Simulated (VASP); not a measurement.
# CdS (Hawleyite) (F-43m) in VASP: a series of runs, part 2 of 3

VASP 6.6.1. The steps go on from the part before.

## 5. Single point, PBEsol, spin-orbit coupling, no magnetisation

The input, INCAR:

```
ALGO = Normal ; EDIFF = 1E-7
ENCUT = 400 ; GGA = PS
GGA_COMPAT = False ; ISIF = 2
ISMEAR = 0 ; LASPH = True
LCHARG = False ; LNONCOLLINEAR = True
LORBIT = 11 ; LREAL = False
LSORBIT = True ; LWAVE = False
MAGMOM = 0 0 0 0 0 0 ; NBANDS = 34
NELM = 100 ; PREC = Accurate
SIGMA = 0.02
```

The input, KPOINTS:

```
k-points
0
Gamma
  5 5 5
```

The input, POSCAR:

```
CdS
1.0
    0.0000000000      2.9165000000      2.9165000000
    2.9165000000      0.0000000000      2.9165000000
    2.9165000000      2.9165000000      0.0000000000
Cd S
1 1
Direct
    0.0000000000      0.0000000000      0.0000000000
    0.7500000000      0.7500000000      0.7500000000
```

Potentials or basis: VASP PAW PBE potentials, release 64 (Cd, S).

Command:

```
$ cat potpaw_PBE.64/Cd/POTCAR potpaw_PBE.64/S/POTCAR > POTCAR
$ mpirun -np 1 vasp_ncl > vasp.out
```

OUTCAR:

```text
EDIFF = 1E-7
   ENCUT = 400
   GGA = PS
   ISIF = 2
   ISMEAR = 0
   LASPH = True
   LNONCOLLINEAR = True
   LORBIT = 11
   LREAL = False
   LSORBIT = True
   NELM = 100
   PREC = Accurate

 Found     14 irreducible k-points:

 Following reciprocal coordinates:
            Coordinates               Weight
  0.000000  0.000000  0.000000      1.000000
  0.200000  0.000000  0.000000      4.000000
 -0.200000  0.000000  0.000000      4.000000
  0.400000  0.000000  0.000000      4.000000
 -0.400000  0.000000  0.000000      4.000000
  0.200000  0.200000  0.000000      6.000000
   k-points           NKPTS =     14   k-points in BZ     NKDIM =     14   number of bands    NBANDS=     34
   number of dos      NEDOS =    301   number of ions     NIONS =      2
   total plane-waves  NPLWV =  21952
   dimension x,y,z NGX =    28 NGY =   28 NGZ =   28
   dimension x,y,z NGXF=    56 NGYF=   56 NGZF=   56
   ions per type =               1   1
   NGX,Y,Z   is equivalent  to a cutoff of  11.29, 11.29, 11.29 a.u.
   NGXF,Y,Z  is equivalent  to a cutoff of  22.57, 22.57, 22.57 a.u.
 SYSTEM =  unknown system
   PREC   = accura    normal or accurate (medium, high low for compatibility)
   ISTART =      0    job   : 0-new  1-cont  2-samecut
   ICHARG =      2    charge: 1-file 2-atom 10-const
   ISPIN  =      1    spin polarized calculation?
   LNONCOLLINEAR =      T non collinear calculations
   LSORBIT =      T    spin-orbit coupling
   LASPH  =      T    aspherical Exc in radial PAW
   ENCUT  =  400.0 eV  29.40 Ry    5.42 a.u.   6.73  6.73  6.73*2*pi/ulx,y,z
   NELM   =    100;   NELMIN=  2; NELMDL= -5     # of ELM steps
   EDIFF  = 0.1E-06   stopping-criterion for ELM
   LREAL  =      F    real-space projection
   EDIFFG = 0.1E-05   stopping-criterion for IOM
   NSW    =      0    number of steps for IOM
   IBRION =     -1    ionic relax: 0-MD 1-quasi-New 2-CG
[... 8 lines left out ...]
   EMIN   =  10.00;   EMAX   =-10.00  energy-range for DOS
   EFERMI =   0.00;   METHOD = LEGACY
   ISMEAR =     0;   SIGMA  =   0.02  broadening in eV -4-tet -1-fermi 0-gaus
   EFERMI_NEDOS =   21; number of points for ismear=-14 and -15
   IALGO  =     38    algorithm
   IMIX   =      4    mixing-type and parameters
     AMIX     =   0.40;   BMIX     =  1.00
     AMIX_MAG =   1.60;   BMIX_MAG =  1.00
  volume/ion in A,a.u.               =      24.81       167.41
  Fermi-wavevector in a.u.,A,eV,Ry     =   1.167599  2.206442 18.548649  1.363287
  Thomas-Fermi vector in A             =   2.304097
   LORBIT       =     11    0 simple, 1 ext, 2 COOP (PROOUT), +10 PAW based schemes
   GGA     = PS    functional components
   LHFCALC =     F    Hartree Fock is set to
   AEXX    =    0.0000 exact exchange contribution
   IVDW    =     0    specifies the selected vdW correction
   LEPSILON=     F    determine dielectric tensor
   LRPA    =     F    only Hartree local field effects (RPA)
 Gauss-broadening in eV      SIGMA  =   0.02
  energy-cutoff  :      400.00
  volume of cell :       49.62
 maximum number of plane-waves:      1828
   NGX = 13   NGY = 13   NGZ = 13

 number of electron      17.9999989 magnetization      -0.0000000      0.0000000      0.0000000

 number of electron      17.9999989 magnetization       0.0000000      0.0000000      0.0000000

 number of electron      17.9999989 magnetization      -0.0000000     -0.0000000      0.0000000

 number of electron      17.9999989 magnetization      -0.0000000     -0.0000000     -0.0000000

 Free energy of the ion-electron system (eV)
  ---------------------------------------------------
  ext. energy  EPLUGINS =         0.00000000
  ---------------------------------------------------
  free energy    TOTEN  =        -6.83269745 eV

  energy without entropy =       -6.83269745  energy(sigma->0) =       -6.83269745

 E-fermi :   1.3914     XC(G=0):  -9.3756

 val. band max:        1.2347624529   @ k =   0.0000   0.0000   0.0000
 cond. band min:       2.2225336860   @ k =   0.0000   0.0000   0.0000
 fundamental gap:      0.9877712331
 Fermi energy:         1.3914328103

 k-point     1 :       0.0000    0.0000    0.0000
  band No.  band energies     occupation
      1     -11.1660      1.00000
      2     -11.1660      1.00000
      3      -6.7736      1.00000
      4      -6.7736      1.00000
      5      -6.7736      1.00000
      6      -6.7736      1.00000
[... 22 lines left out ...]
     29      12.6624      0.00000
     30      12.6624      0.00000
[... 134 lines left out ...]
  band No.  band energies     occupation
      1     -10.9657      1.00000
      2     -10.9657      1.00000
      3      -6.7181      1.00000
      4      -6.7181      1.00000
      5      -6.6459      1.00000
      6      -6.6459      1.00000
[... 22 lines left out ...]
     29      12.9163      0.00000
     30      12.9163      0.00000

 [... further k-points ...]

 [bands above 30 left out]

------------------------ aborting loop because EDIFF is reached ----------------------------------------

  FORCE on cell =-STRESS in cart. coord.  units (eV):
  Direction    XX          YY          ZZ          XY          YZ          ZX
  --------------------------------------------------------------------------------------
  -------------------------------------------------------------------------------------
  Total       -0.0827813     -0.0827813     -0.0827813     -0.0000000      0.0000000     -0.0000000
  in kB       -2.6731726     -2.6731726     -2.6731726     -0.0000000      0.0000000     -0.0000000
  external PRESSURE =      -2.6731726 kB  Pullay stress =       0.0000000 kB

 VOLUME and BASIS-vectors are now :
 -----------------------------------------------------------------------------
  energy-cutoff  :      400.00
  volume of cell :       49.62
      direct lattice vectors                 reciprocal lattice vectors
     0.000000000  2.916500000  2.916500000    -0.171438368  0.171438368  0.171438368
     2.916500000  0.000000000  2.916500000     0.171438368 -0.171438368  0.171438368
     2.916500000  2.916500000  0.000000000     0.171438368  0.171438368 -0.171438368

 POSITION                                       TOTAL-FORCE (eV/Angst)
 -----------------------------------------------------------------------------------
      0.00000      0.00000      0.00000        -0.000000      0.000000     -0.000000
      4.37475      4.37475      4.37475         0.000000     -0.000000      0.000000
 -----------------------------------------------------------------------------------
    total drift:                               -0.000000     -0.000000     -0.000000

  FREE ENERGIE OF THE ION-ELECTRON SYSTEM (eV)
  ---------------------------------------------------
  free  energy   TOTEN  =        -6.8326974519 eV

  energy  without entropy=       -6.8326974519  energy(sigma->0) =       -6.83269745

 Spin-Orbit-Coupling matrix elements

 Ion:    1  E_soc:     -0.0575929
 l=   1
     0.0000000    -0.0025445    -0.0025445
    -0.0025445     0.0000000    -0.0025445
    -0.0025445    -0.0025445     0.0000000
 l=   2
     0.0000000    -0.0014401     0.0000000    -0.0014401    -0.0056142
    -0.0014401     0.0000000    -0.0042106    -0.0014401    -0.0014035
     0.0000000    -0.0042106     0.0000000    -0.0042106     0.0000000
    -0.0014401    -0.0014401    -0.0042106     0.0000000    -0.0014035
    -0.0056142    -0.0014035     0.0000000    -0.0014035     0.0000000
 l=   3
     0.0000000     0.0000000     0.0000000     0.0000000     0.0000000     0.0000000     0.0000000
     0.0000000     0.0000000     0.0000000     0.0000000     0.0000000     0.0000000     0.0000000
     0.0000000     0.0000000     0.0000000     0.0000000     0.0000000     0.0000000     0.0000000
     0.0000000     0.0000000     0.0000000     0.0000000     0.0000000     0.0000000     0.0000000
     0.0000000     0.0000000     0.0000000     0.0000000     0.0000000     0.0000000     0.0000000
     0.0000000     0.0000000     0.0000000     0.0000000     0.0000000     0.0000000     0.0000000
     0.0000000     0.0000000     0.0000000     0.0000000     0.0000000     0.0000000     0.0000000

 Ion:    2  E_soc:     -0.0021183
 l=   1
     0.0000000    -0.0003531    -0.0003531
    -0.0003531     0.0000000    -0.0003531
    -0.0003531    -0.0003531     0.0000000
 l=   2
     0.0000000     0.0000000     0.0000000     0.0000000     0.0000000
     0.0000000     0.0000000     0.0000000     0.0000000     0.0000000
     0.0000000     0.0000000     0.0000000     0.0000000     0.0000000
     0.0000000     0.0000000     0.0000000     0.0000000     0.0000000
     0.0000000     0.0000000     0.0000000     0.0000000     0.0000000
 l=   3
     0.0000000     0.0000000     0.0000000     0.0000000     0.0000000     0.0000000     0.0000000
     0.0000000     0.0000000     0.0000000     0.0000000     0.0000000     0.0000000     0.0000000
     0.0000000     0.0000000     0.0000000     0.0000000     0.0000000     0.0000000     0.0000000
     0.0000000     0.0000000     0.0000000     0.0000000     0.0000000     0.0000000     0.0000000
     0.0000000     0.0000000     0.0000000     0.0000000     0.0000000     0.0000000     0.0000000
     0.0000000     0.0000000     0.0000000     0.0000000     0.0000000     0.0000000     0.0000000
     0.0000000     0.0000000     0.0000000     0.0000000     0.0000000     0.0000000     0.0000000

 total charge

# of ion       s       p       d       tot
------------------------------------------
    1        0.430   0.333   9.557  10.320
    2        1.317   2.376   0.000   3.692
--------------------------------------------------
tot          1.747   2.708   9.557  14.013

 magnetization (x)

# of ion       s       p       d       tot
------------------------------------------
    1        0.000  -0.000   0.000  -0.000
    2        0.000   0.000   0.000   0.000
--------------------------------------------------
tot          0.000  -0.000   0.000  -0.000

 magnetization (y)

# of ion       s       p       d       tot
------------------------------------------
    1        0.000  -0.000   0.000  -0.000
    2        0.000   0.000   0.000   0.000
--------------------------------------------------
tot          0.000  -0.000   0.000  -0.000

 magnetization (z)

# of ion       s       p       d       tot
------------------------------------------
    1       -0.000   0.000   0.000   0.000
    2        0.000  -0.000   0.000  -0.000
--------------------------------------------------
tot         -0.000  -0.000   0.000   0.000
```

OSZICAR:

```text
N       E                     dE             d eps       ncg     rms          rms(c)
DAV:   1     0.111372238042E+03    0.11137E+03   -0.74933E+03   968   0.792E+02
DAV:   2    -0.165754049096E+01   -0.11303E+03   -0.10720E+03  1070   0.243E+02
DAV:   3    -0.729102581013E+01   -0.56335E+01   -0.55952E+01  1146   0.560E+01
DAV:   4    -0.733648225981E+01   -0.45456E-01   -0.45436E-01  1094   0.487E+00
DAV:   5    -0.733707857080E+01   -0.59631E-03   -0.59628E-03  1140   0.532E-01    0.794E+00
DAV:   6    -0.685194548225E+01    0.48513E+00   -0.57053E-01  1326   0.115E+01    0.631E+00
DAV:   7    -0.683573889227E+01    0.16207E-01   -0.22183E-01  1138   0.309E+00    0.307E+00
DAV:   8    -0.683334992379E+01    0.23890E-02   -0.23368E-02  1100   0.185E+00    0.393E-01
DAV:   9    -0.683255424332E+01    0.79568E-03   -0.23867E-03  1124   0.767E-01    0.208E-01
DAV:  10    -0.683265429749E+01   -0.10005E-03   -0.47044E-04  1020   0.160E-01    0.690E-02
DAV:  11    -0.683269264036E+01   -0.38343E-04   -0.17173E-04  1146   0.178E-01    0.398E-02
DAV:  12    -0.683269687723E+01   -0.42369E-05   -0.38788E-05  1002   0.679E-02    0.952E-03
DAV:  13    -0.683269713827E+01   -0.26103E-06   -0.37507E-06  1130   0.127E-02    0.586E-03
DAV:  14    -0.683269745280E+01   -0.31453E-06   -0.24278E-07   946   0.357E-03    0.551E-03
DAV:  15    -0.683269745192E+01    0.87744E-09   -0.11851E-07   968   0.389E-03
   1 F= -.68326975E+01 E0= -.68326975E+01  d E =-.404104E-30  mag=    -0.0000    -0.0000    -0.0000
```

Run time: 29 s. Hardware: 1 thread of Intel Xeon Platinum 8559C (Emerald Rapids), shared host; peak memory 0.24 GiB.

The run converged, but some of its settings lie outside the range that counts as converged, so its numbers aren't taken as properties of the crystal.

What came out:

- Free energy: -6.8327 eV
- Pressure: -0.3 GPa
- Valence electrons inside the program's atomic spheres: Cd 10.32; S 3.69

Caveat: the k mesh is coarse (spacing up to 0.37 Å⁻¹), so the values aren't converged; the PAW data sets were made with another functional, which shifts forces and pressure a little.

(Continued in part 3 of 3.)
